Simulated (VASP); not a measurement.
Runs of VASP 6.6.1 on Tc. Symmetry: Fm-3m, No. 225, cubic system. Conventional cell: a = 3.900 Å, b = 3.900 Å, c = 3.900 Å, α = 90.00°, β = 90.00°, γ = 90.00°. Around Tc (site symmetry m-3m) lie 12 Tc at 2.76 Å. This isn't the form of Tc at room conditions, which is hcp.

```tsv
task	level	potentials or basis	cell	k mesh	cutoff (eV)	smearing	other keys	gap on the mesh (eV)	pressure (GPa)
density of states	PBEsol+D3	VASP PAW PBE potentials, release 64 (Tc_pv)	volume scaled by 1.04	12 × 12 × 12	520	tetrahedron	-	none	-29.7
single point	LDA	VASP PAW LDA potentials, release 64 (Tc_pv)	as given	12 × 12 × 12	520	gaussian 0.05 eV	-	none	(a)
single point	PBEsol	VASP PAW PBE potentials, release 64 (Tc_pv)	as given	12 × 12 × 12	520	gaussian 0.02 eV	-	none	-15.8
optical spectrum	PW91+D4	VASP PAW PBE potentials, release 64 (Tc)	volume scaled by 0.8	10 × 10 × 10	500	methfessel-paxton 2 0.1 eV	ISMEAR = 2; SIGMA = 0.1; k = 10 × 10 × 10	none	82.4
```

Alike in all rows: no spin polarisation.

Q: Estimate the missing entries.

A: (a) -20.2.

Caveats: the PAW data sets were made with another functional, which shifts forces and pressure a little (some runs); pairwise dispersion overbinds metals, which lowers pressure and volume (some runs); so large a pressure means that the cell lies far from this level's equilibrium, or that cutoff or potentials fall short (some runs); tetrahedron occupations give inexact forces and stress in metals (some runs); the potentials were made for another functional, which shifts forces and pressure (some runs); spectra need much finer meshes, so this one isn't converged (some runs); independent-particle spectra lack excitons (some runs).

A k mesh can miss the band edges, and the runs leave out spin-orbit coupling on Tc.

A gap of «none» marks a metal or a gap under the smearing width.

The runs don't all hold the same shells in valence.

Runs at the PBE level aren't shown here.
